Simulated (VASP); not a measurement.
# As (P6_3/mmc) in VASP: further runs, part 2 of 3

VASP 6.6.1.

## (3) Single point, BLYP

This run uses another cell than the first one, of 21.46 Å³/atom, 1.173 times its volume.

INCAR reads:

```
SYSTEM = As
  PREC = Accurate
  ENCUT = 520
  EDIFF = 1E-6
  ISMEAR = -1
  SIGMA = 0.1
  LREAL = .False.
  LASPH = .True.
  NELM = 80
  ALGO = Normal
  ISIF = 2
  LWAVE = .False.
  LCHARG = .True.
  GGA = B5
  ALDAX = 1.0
  AGGAX = 1.0
  AGGAC = 1.0
  ALDAC = 0.0
  LELF = .True.
  LVHAR = .True.
  NBANDS = 12
```

KPOINTS reads:

```
regular mesh
0
Gamma
  14 14 7
  0 0 0
```

POSCAR reads:

```
As
1.0
    3.0171273333      0.0000000000      0.0000000000
   -1.5085636666      2.6129089171      0.0000000000
    0.0000000000      0.0000000000      5.4445239775
As
2
Direct
    0.3333333333      0.6666666667      0.2500000000
    0.6666666667      0.3333333333      0.7500000000
```

Potentials or basis: VASP PAW PBE potentials, release 64 (As).

Run with:

```
cat potpaw_PBE.64/As/POTCAR > POTCAR
mpirun -np 1 vasp_std > vasp.out
```

OUTCAR:

```text
SYSTEM = As
   PREC = Accurate
   ENCUT = 520
   EDIFF = 1E-6
   ISMEAR = -1
   LREAL = .False.
   LASPH = .True.
   NELM = 80
   ISIF = 2
   GGA = B5

 ion  position               nearest neighbor table
   1  0.333  0.667  0.250-
   2  0.667  0.333  0.750-

  LATTYP: Found a hexagonal cell.
 ALAT       =     3.0171273333
 C/A-ratio  =     1.8045390121

  Lattice vectors:

 A1 = (   3.0171273333,   0.0000000000,   0.0000000000)
 A2 = (  -1.5085636666,   2.6129089171,   0.0000000000)
 A3 = (   0.0000000000,   0.0000000000,   5.4445239775)

Analysis of symmetry for initial positions (statically):
=====================================================================
 Subroutine PRICEL returns:
 Original cell was already a primitive cell.

 Routine SETGRP: Setting up the symmetry group for a
 hexagonal supercell.

 Subroutine GETGRP returns: Found 24 space group operations
 (whereof 12 operations were pure point group operations)
 out of a pool of 24 trial point group operations.

The static configuration has the point symmetry D_3d.
 The point group associated with its full space group is D_6h.

Analysis of symmetry for dynamics (positions and initial velocities):
=====================================================================
 Subroutine PRICEL returns:
 Original cell was already a primitive cell.

 Routine SETGRP: Setting up the symmetry group for a
 hexagonal supercell.

 Subroutine GETGRP returns: Found 24 space group operations
 (whereof 12 operations were pure point group operations)
 out of a pool of 24 trial point group operations.

The dynamic configuration has the point symmetry D_3d.
 The point group associated with its full space group is D_6h.

 Subroutine INISYM returns: Found 24 space group operations
 (whereof 12 operations are pure point group operations),
 and found     1 'primitive' translations

----------------------------------------------------------------------------------------

                                     Primitive cell

  volume of cell :      42.9218

  direct lattice vectors                    reciprocal lattice vectors
     3.017127333  0.000000000  0.000000000     0.331441099  0.191357608  0.000000000
    -1.508563667  2.612908917  0.000000000     0.000000000  0.382715216  0.000000000
     0.000000000  0.000000000  5.444523978     0.000000000  0.000000000  0.183670786

  length of vectors
     3.017127333  3.017127333  5.444523978     0.382715216  0.382715216  0.183670786

  position of ions in fractional coordinates (direct lattice)
     0.333333333  0.666666667  0.250000000
     0.666666667  0.333333333  0.750000000

  ion indices of the primitive-cell ions
   primitive index   ion index
                 1           1
                 2           2

----------------------------------------------------------------------------------------

 KPOINTS: regular mesh

Automatic generation of k-mesh.
 Grid dimensions read from file:
 generate k-points for:   14   14    7

 Generating k-lattice:

  Cartesian coordinates                     Fractional coordinates (reciprocal lattice)
[... 40 lines left out ...]
  0.357143  0.285714  0.000000      6.000000
 [... further k-points ...]
   k-points           NKPTS =     96   k-points in BZ     NKDIM =     96   number of bands    NBANDS=     12
   number of dos      NEDOS =    301   number of ions     NIONS =      2
   total plane-waves  NPLWV =  23040
   dimension x,y,z NGX =    24 NGY =   24 NGZ =   40
   dimension x,y,z NGXF=    48 NGYF=   48 NGZF=   80
   ions per type =               2
   NGX,Y,Z   is equivalent  to a cutoff of  13.22, 13.22, 12.21 a.u.
   NGXF,Y,Z  is equivalent  to a cutoff of  26.45, 26.45, 24.43 a.u.
 SYSTEM =  As
   PREC   = accura    normal or accurate (medium, high low for compatibility)
   ISTART =      0    job   : 0-new  1-cont  2-samecut
   ICHARG =      2    charge: 1-file 2-atom 10-const
   ISPIN  =      1    spin polarized calculation?
   LNONCOLLINEAR =      F non collinear calculations
   LSORBIT =      F    spin-orbit coupling
   LASPH  =      T    aspherical Exc in radial PAW
   ENCUT  =  520.0 eV  38.22 Ry    6.18 a.u.   5.61  5.61 10.12*2*pi/ulx,y,z
   NELM   =     80;   NELMIN=  2; NELMDL= -5     # of ELM steps
   EDIFF  = 0.1E-05   stopping-criterion for ELM
   LREAL  =      F    real-space projection
   EDIFFG = 0.1E-04   stopping-criterion for IOM
   NSW    =      0    number of steps for IOM
   IBRION =     -1    ionic relax: 0-MD 1-quasi-New 2-CG
   NFREE  =      0    steps in history (QN), initial steepest desc. (CG)
   ISIF   =      2    stress and relaxation
   ISYM   =      2    0-nonsym 1-usesym 2-fastsym
   POTIM  = 0.5000    time-step for ionic-motion
   TEBEG  =    0.0;   TEEND  =   0.0 temperature during run
   PSTRESS=    0.0 pullay stress
   NELECT =      10.0000    total number of electrons
   NUPDOWN=      -1.0000    fix difference up-down
   EMIN   =  10.00;   EMAX   =-10.00  energy-range for DOS
   EFERMI =   0.00;   METHOD = LEGACY
   ISMEAR =    -1;   SIGMA  =   0.10  broadening in eV -4-tet -1-fermi 0-gaus
   EFERMI_NEDOS =   21; number of points for ismear=-14 and -15
   IALGO  =     38    algorithm
   IMIX   =      4    mixing-type and parameters
     AMIX     =   0.40;   BMIX     =  1.00
     AMIX_MAG =   1.60;   BMIX_MAG =  1.00
  volume/ion in A,a.u.               =      21.46       144.83
  Fermi-wavevector in a.u.,A,eV,Ry     =   1.007354  1.903624 13.806683  1.014763
  Thomas-Fermi vector in A             =   2.140154
   LORBIT       =      0    0 simple, 1 ext, 2 COOP (PROOUT), +10 PAW based schemes
   GGA     = B5    functional components
   LHFCALC =     F    Hartree Fock is set to
   AEXX    =    0.0000 exact exchange contribution
   IVDW    =     0    specifies the selected vdW correction
   LEPSILON=     F    determine dielectric tensor
   LRPA    =     F    only Hartree local field effects (RPA)
 non-spin polarized calculation
  energy-cutoff  :      520.00
  volume of cell :       42.92
 maximum number of plane-waves:      1178
 NGX is ok and might be reduce to    24
   NGX = 11   NGY = 11   NGZ = 21

 number of electron      10.0000001 magnetization

 Free energy of the ion-electron system (eV)
  ---------------------------------------------------
  ext. energy  EPLUGINS =         0.00000000
  ---------------------------------------------------
  free energy    TOTEN  =        -6.67478687 eV

  energy without entropy =       -6.63712802  energy(sigma->0) =       -6.65595745

 E-fermi :   5.6923     XC(G=0):  -9.5582

 val. band max:        5.6673049946   @ k =   0.3571   0.2857   0.0000
 cond. band min:       5.6947704796   @ k =   0.1429   0.1429   0.2857
 fundamental gap:      0.0274654849
 Fermi energy:         5.6923321821

 k-point     1 :       0.0000    0.0000    0.0000
  band No.  band energies     occupation
      1      -8.4839      2.00000
      2      -5.7445      2.00000
      3      -0.2138      2.00000
      4       9.0694      0.00000
      5       9.9753      0.00000
      6       9.9753      0.00000
      7      10.9789      0.00000
      8      10.9789      0.00000
      9      15.4307      0.00000
     10      16.0491      0.00000
     11      18.1827      0.00000
     12      18.1827      0.00000
[... 331 lines left out ...]
 k-point    24 :       0.3571    0.2857    0.0000
  band No.  band energies     occupation
      1      -3.7492      2.00000
      2      -3.3471      2.00000
      3       1.4426      2.00000
      4       2.8836      2.00000
      5       2.8869      2.00000
      6       4.3455      2.00000
      7       4.9143      1.99916
      8       5.6673      1.12449
      9      11.0377      0.00000
     10      18.0717      0.00000
     11      18.8610      0.00000
     12      19.3967      0.00000

 [... further k-points ...]

------------------------ aborting loop because EDIFF is reached ----------------------------------------

  FORCE on cell =-STRESS in cart. coord.  units (eV):
  Direction    XX          YY          ZZ          XY          YZ          ZX
  --------------------------------------------------------------------------------------
  -------------------------------------------------------------------------------------
  Total        0.0951473      0.0951473      0.0185925      0.0000000      0.0000000      0.0000000
  in kB        3.5516429      3.5516429      0.6940164      0.0000000      0.0000000      0.0000000
  external PRESSURE =       2.5991007 kB  Pullay stress =       0.0000000 kB

 VOLUME and BASIS-vectors are now :
 -----------------------------------------------------------------------------
  energy-cutoff  :      520.00
  volume of cell :       42.92
      direct lattice vectors                 reciprocal lattice vectors
     3.017127333  0.000000000  0.000000000     0.331441099  0.191357608  0.000000000
    -1.508563667  2.612908917  0.000000000     0.000000000  0.382715216  0.000000000
     0.000000000  0.000000000  5.444523978     0.000000000  0.000000000  0.183670786

 POSITION                                       TOTAL-FORCE (eV/Angst)
 -----------------------------------------------------------------------------------
     -0.00000      1.74194      1.36113        -0.000000      0.000000      0.000000
      1.50856      0.87097      4.08339         0.000000      0.000000      0.000000
 -----------------------------------------------------------------------------------
    total drift:                               -0.000000      0.000000      0.000000

  FREE ENERGIE OF THE ION-ELECTRON SYSTEM (eV)
  ---------------------------------------------------
  free  energy   TOTEN  =        -6.6747868687 eV

  energy  without entropy=       -6.6371280221  energy(sigma->0) =       -6.65595745
```

stdout:

```text
POSCAR found type information on POSCAR As
 POSCAR found :  1 types and       2 ions
 scaLAPACK will be used
 -----------------------------------------------------------------------------
|                                                                             |
|                                                                             |
|     You enforced a specific xc type in the INCAR file but a different       |
|     I HOPE YOU KNOW WHAT YOU ARE DOING!                                     |
|                                                                             |
 -----------------------------------------------------------------------------

 LDA part: xc-table for (Slater(with rela. corr.)+VWN5), standard interpolation
 POSCAR, INCAR and KPOINTS ok, starting setup
 FFT: planning ... GRIDC
 FFT: planning ... GRID_SOFT
 FFT: planning ... GRID
 WAVECAR not read
 entering main loop
```

Wall time 38 s (1 thread of AMD EPYC 7R43 (Zen 3), shared host); peak memory 0.15 GiB.

What came out:

```
Free energy            : -6.6748 eV
Pressure               : 0.3 GPa
Band gap on the k mesh : none (metal or under the smearing width)
```

Caveat: the PAW data sets were made with another functional, which shifts forces and pressure a little.

(Part 2 of 3 ends here.)
